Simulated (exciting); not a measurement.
# Co (P6_3/mmc) in exciting: single point with PBE

Aim: the single point of Co with PBE.

Everything below comes from runs of exciting (release sodium). Logs are shortened: lines on timing, memory, paths and dates and some standing lists are left out, and cuts for length are marked.

## 1. The structure

It takes space group P6_3/mmc (No. 194, hexagonal). Conventional cell: a = 2.472 Å, b = 2.472 Å, c = 4.021 Å, α = 90.00°, β = 90.00°, γ = 120.00°. Around Co (site symmetry -6m2) lie 12 Co at 2.47 Å.

## 2. Single point, PBE, collinear spin, ferromagnetic start

Contents of input.xml:

```xml
<input>
  <title>Co</title>
  <structure speciespath="./" tshift="false">
    <crystal scale="1">
      <basevect>0.000000000000 4.671402797149 0.000000000000</basevect>
      <basevect>-4.045553493596 -2.335701398575 0.000000000000</basevect>
      <basevect>0.000000000000 0.000000000000 7.598861018860</basevect>
    </crystal>
    <species speciesfile="Co.xml" rmt="2">
      <atom coord="0.666666666700 0.333333333300 0.750000000000" bfcmt="0 0 -8"/>
      <atom coord="0.333333333300 0.666666666700 0.250000000000" bfcmt="0 0 -8"/>
    </species>
  </structure>
  <groundstate do="fromscratch" ngridk="12 12 7" rgkmax="9" gmaxvr="14" lmaxapw="10" lmaxmat="10" lmaxvr="8" xctype="GGA_PBE" stype="Gaussian" swidth="0.00040424" nempty="28" ValenceRelativity="iora*" epsengy="1e-05" epspot="1e-05" maxscl="90" tforce="true" outputlevel="normal">
    <spin reducebf="0.5"/>
  </groundstate>
</input>
```

Potentials or basis: all-electron LAPW+lo, shipped species files, valence relativity iora*.

The run is started by

```
$ OMP_NUM_THREADS=1 exciting_smp
```

INFO.OUT:

```text
================================================================================
EXCITING SODIUM started
[... 10 lines left out ...]

 Lattice vectors (cartesian) :
      0.0000000000      4.6714027971      0.0000000000
     -4.0455534936     -2.3357013986      0.0000000000
      0.0000000000      0.0000000000      7.5988610189

 Reciprocal lattice vectors (cartesian) :
     -0.7765544711      1.3450317988      0.0000000000
     -1.5531089422      0.0000000000      0.0000000000
      0.0000000000     -0.0000000000      0.8268588268

 Unit cell volume                           :     143.6063903531
 Brillouin zone volume                      :       1.7272923080

 Species :    1 (Co)
     parameters loaded from                 :    Co.xml
     name                                   :    cobalt
     nuclear charge                         :     -27.00000000
     electronic charge                      :      27.00000000
     atomic mass                            :  107428.65170000
     muffin-tin radius                      :       2.00000000
     # of radial points in muffin-tin       :     350

     atomic positions (lattice) :
       1 :   0.66666667  0.33333333  0.75000000
       2 :   0.33333333  0.66666667  0.25000000

     magnetic fields (cartesian) :
       1 :   0.00000000  0.00000000 -8.00000000
       2 :   0.00000000  0.00000000 -8.00000000

 Total number of atoms per unit cell        :       2

 Spin treatment                             :    spin-polarised
 Global magnetic field (cartesian) :        0.00000000   0.00000000   0.00000000
 collinear magnetisation in z-direction

 Number of Bravais lattice symmetries       :      24
 Number of crystal symmetries               :      12

 k-point grid                               :      12   12    7
 Total number of k-points                   :     112
 k-point set is reduced with crystal symmetries

 R^MT_min * |G+k|_max (rgkmax)              :       9.00000000
 Species with R^MT_min                      :       1 (Co)
 Maximum |G+k| for APW functions            :       4.50000000
 Maximum |G| for potential and density      :      14.00000000

 G-vector grid sizes                        :      24    24    36
 Total number of G-vectors                  :    6681

 Maximum angular momentum used for
     APW functions                          :      10
     computing H and O matrix elements      :      10
     potential and density                  :       8
     inner part of muffin-tin               :       2

 Total nuclear charge                       :     -54.00000000
 Total electronic charge                    :      54.00000000
 Total core charge                          :      24.00000000
 Total valence charge                       :      30.00000000

 Number of empty states                     :      28
 Total number of valence states             :      88

 Maximum Hamiltonian size                   :     257
 Maximum number of plane-waves              :     233
 Total number of local-orbitals             :      24

 Exchange-correlation type                  :      20
     Perdew-Burke-Ernzerhof, Phys. Rev. Lett. 77, 3865 (1996)
     Generalised gradient approximation (GGA)

 Smearing scheme                            :    Gaussian
 Smearing width                             :       0.00040424

 Using multisecant Broyden potential mixing
[... 16 lines left out ...]
+ SCF iteration number :    1                                                  +
++++++++++++++++++++++++++++++++++++++++++++++++++++++++++++++++++++++++++++++++
 Total energy                               :     -2783.11399218
 _______________________________________________________________
 Fermi energy                               :         0.39902549
 Kinetic energy                             :      2830.18635513
 Coulomb energy                             :     -5494.05187950
 Exchange energy                            :      -116.69263984
 Correlation energy                         :        -2.55582798
 No external B-field energy in total energy

 DOS at Fermi energy (states/Ha/cell)       :       116.07275041

 Electron charges :
     core                                   :        24.00000000
     core leakage                           :         0.00722664
     valence                                :        30.00000000
     interstitial                           :         3.54105270
     charge in muffin-tin spheres :
                  atom     1    Co          :        25.22947365
                  atom     2    Co          :        25.22947365
     total charge in muffin-tins            :        50.45894730
     total charge                           :        54.00000000

 Moments :
     interstitial                           :        -0.01951443
     moment in muffin-tin spheres :
                  atom     1    Co          :         1.51186626
                  atom     2    Co          :         1.51186626
     total moment in muffin-tins            :         3.02373251
     total moment                           :         3.00421808

++++++++++++++++++++++++++++++++++++++++++++++++++++++++++++++++++++++++++++++++
+ SCF iteration number :    2                                                  +
++++++++++++++++++++++++++++++++++++++++++++++++++++++++++++++++++++++++++++++++
 Total energy                               :     -2786.55970296
 _______________________________________________________________
 Fermi energy                               :         0.38273471
 Kinetic energy                             :      2828.64870716
 Coulomb energy                             :     -5495.80337319
 Exchange energy                            :      -116.84870238
 Correlation energy                         :        -2.55633454
 No external B-field energy in total energy
[... 749 lines left out ...]
++++++++++++++++++++++++++++++++++++++++++++++++++++++++++++++++++++++++++++++++
+ SCF iteration number :   22                                                  +
++++++++++++++++++++++++++++++++++++++++++++++++++++++++++++++++++++++++++++++++
 Total energy                               :     -2786.95521168
 _______________________________________________________________
 Fermi energy                               :         0.37869029
 Kinetic energy                             :      2828.14953423
 Coulomb energy                             :     -5495.68633265
 Exchange energy                            :      -116.86348169
 Correlation energy                         :        -2.55493157
 No external B-field energy in total energy

 DOS at Fermi energy (states/Ha/cell)       :        89.87435104

 Electron charges :
     core                                   :        24.00000000
     core leakage                           :         0.00709637
     valence                                :        30.00000000
     interstitial                           :         3.47361430
     charge in muffin-tin spheres :
                  atom     1    Co          :        25.26319285
                  atom     2    Co          :        25.26319285
     total charge in muffin-tins            :        50.52638570
     total charge                           :        54.00000000

 Moments :
     interstitial                           :        -0.13754099
     moment in muffin-tin spheres :
                  atom     1    Co          :         1.65885613
                  atom     2    Co          :         1.65885613
     total moment in muffin-tins            :         3.31771226
     total moment                           :         3.18017127

 RMS change in effective potential (target) :  0.204091E-07  ( 0.100000E-04)
 Absolute change in total energy   (target) :  0.402434E-05  ( 0.100000E-04)
 Charge distance                   (target) :  0.318556E-07  ( 0.100000E-04)
 Abs. change in max-nonIBS-force   (target) :  0.849689E-07  ( 0.500000E-04)

++++++++++++++++++++++++++++++++++++++++++++++++++++++++++++++++++++++++++++++++
| Convergency criteria checked for the last 2 iterations                       +
| Convergence targets achieved. Performing final SCF iteration                 +
++++++++++++++++++++++++++++++++++++++++++++++++++++++++++++++++++++++++++++++++
 Total energy                               :     -2786.95520524
 _______________________________________________________________
 Fermi energy                               :         0.37869026
 Kinetic energy                             :      2828.14953637
 Coulomb energy                             :     -5495.68632884
 Exchange energy                            :      -116.86348119
 Correlation energy                         :        -2.55493158
 No external B-field energy in total energy

 DOS at Fermi energy (states/Ha/cell)       :        89.86951138

 Electron charges :
     core                                   :        24.00000000
     core leakage                           :         0.00709637
     valence                                :        30.00000000
     interstitial                           :         3.47361446
     charge in muffin-tin spheres :
                  atom     1    Co          :        25.26319277
                  atom     2    Co          :        25.26319277
     total charge in muffin-tins            :        50.52638554
     total charge                           :        54.00000000

 Moments :
     interstitial                           :        -0.13754090
     moment in muffin-tin spheres :
                  atom     1    Co          :         1.65885433
                  atom     2    Co          :         1.65885433
     total moment in muffin-tins            :         3.31770865
     total moment                           :         3.18016776

++++++++++++++++++++++++++++++++++++++++++++++++++++++++++++++++++++++++++++++++
+ Self-consistent loop stopped                                                 +
++++++++++++++++++++++++++++++++++++++++++++++++++++++++++++++++++++++++++++++++
 STATE.OUT is written

--------------------------------------------------------------------------------
- Writing atomic positions and forces                                          -
--------------------------------------------------------------------------------

 Atomic positions (lattice) :
 atom     1  Co  :     0.66666667    0.33333333    0.75000000
 atom     2  Co  :     0.33333333    0.66666667    0.25000000

 Total atomic forces including IBS (cartesian) :
 atom     1  Co  :     0.00000000    0.00000000    0.00000023
 atom     2  Co  :     0.00000000   -0.00000000   -0.00000023

 Atomic force components including IBS (cartesian) :
 atom     1  Co  :     0.00000000    0.00000000    0.00000114   HF force
                 :     0.00000000   -0.00000000   -0.00000081   core correction
                 :    -0.00000000    0.00000000   -0.00000010   IBS correction
 atom     2  Co  :     0.00000000   -0.00000000   -0.00000114   HF force
                 :     0.00000000    0.00000000    0.00000081   core correction
                 :     0.00000000    0.00000000    0.00000010   IBS correction

********************************************************************************
* Groundstate module stopped                                                   *
********************************************************************************

--------------------------------------------------------------------------------
- CAUTION! Warnings have been written in file WARNING.OUT !                    -
--------------------------------------------------------------------------------
================================================================================
| EXCITING SODIUM stopped                                                      =
================================================================================
```

It took 5.2 min on 1 thread of Arm Neoverse V2, shared host; peak memory 0.16 GiB.

What came out:

```
Free energy                                       : -75836.9147 eV
Band gap on the k mesh                            : none (metal or under the smearing width)
Net moment                                        : 3.18 μB per cell
Site moments                                      : Co +1.66 μB
All electrons inside the program's atomic spheres : Co 25.26 (radii Co 2.0 bohr)
```

Levels at points of the mesh, in eV from the Fermi level:
Spin up:
```csv
k point,band 14,band 15,band 16,band 17,band 18,band 19,band 20,band 21
"(0.00, 0.00, 0.00)",-1.89,-1.89,-0.76,-0.76,-0.22,6.47,22.10,25.15
"(0.50, 0.00, 0.00)",-0.61,-0.53,-0.46,1.37,3.43,9.81,10.44,13.10
```
Spin down:
```
           k point  band 9  band 10  band 11  band 12  band 13  band 14  band 15  band 16  band 17  band 18
(0.00, 0.00, 0.00)   -1.04    -0.98    -0.98    -0.61    -0.61    -0.26    -0.15    -0.15     1.09     1.09
(0.50, 0.00, 0.00)   -3.36    -1.89    -1.13    -1.09    -0.65     1.24     1.34     1.41     2.61     4.41
```

## 3. The reference run

An earlier run on the cell as given: functional PBE; potentials or basis all-electron LAPW+lo, shipped species files, valence relativity iora*; rgkmax 9; k mesh 12 × 12 × 7; occupations fermi-dirac, width 0.05 eV; collinear spin, ferromagnetic start.

- Band gap on the k mesh: none (metal or under the smearing width)
- Net moment: 3.19 μB per cell
- Site moments: Co +1.66 μB
- All electrons inside the program's atomic spheres: Co 25.26 (radii Co 2.0 bohr)
